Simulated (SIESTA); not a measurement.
**InPd under changes of volume**

One of the cells (17.863 Å³/atom); the others are scaled copies at fixed shape and fractional positions:

```
In Pd
1.0
     3.29355    0.00000    0.00000
     0.00000    3.29355    0.00000
     0.00000    0.00000    3.29355
In Pd
1 1
Direct
  0.00000 0.00000 0.00000
  0.50000 0.50000 0.50000
```

The cell comes from a database or a generator and needn't be the stable form of this composition.

```yaml
Program: SIESTA 5.4.2
Functional: PBE
Potentials_or_basis: PseudoDojo 0.4 standard (PBE files)
Basis: DZP (energy shift 0.003 Ry; two zetas on semicore shells)
Grid_cutoff: 800 Ry
Energy_shift: 0.003 Ry
k_mesh: 8 × 8 × 8
Occupations: fermi-dirac, width 0.05 eV
Spin: no spin polarisation
```

| volume (Å³/atom) | energy over the lowest point (meV/atom) | pressure (GPa) |
| --- | --- | --- |
| 16.462 | 65.52 | 14.6 |
| 16.813 | 38.09 | 10.6 |
| 17.163 | 18.68 | 7.2 |
| 17.863 | ? | ? |
| 18.214 | 0.00 | -0.9 |
| 18.564 | 4.32 | -3.0 |

**Question.** What does the run at 17.863 Å³/atom give?

**Answer.** Energy over the lowest point 0.44 meV/atom; pressure 1.4 GPa.

Worked out: A Birch-Murnaghan fit of order 3 (a polynomial in V^(-2/3)) to the other rows has its minimum at 18.07 Å³/atom with B0 = V·E''(V) = 120 GPa and B' = 5.6. It gives 0.48 meV/atom at 17.863 Å³/atom, against the run's 0.44, and -dE/dV = 1.4 GPa, against 1.4.

Energies are extrapolated to zero smearing.

Caveats: the basis of atomic orbitals isn't converged, which shifts pressures, moduli and gaps.
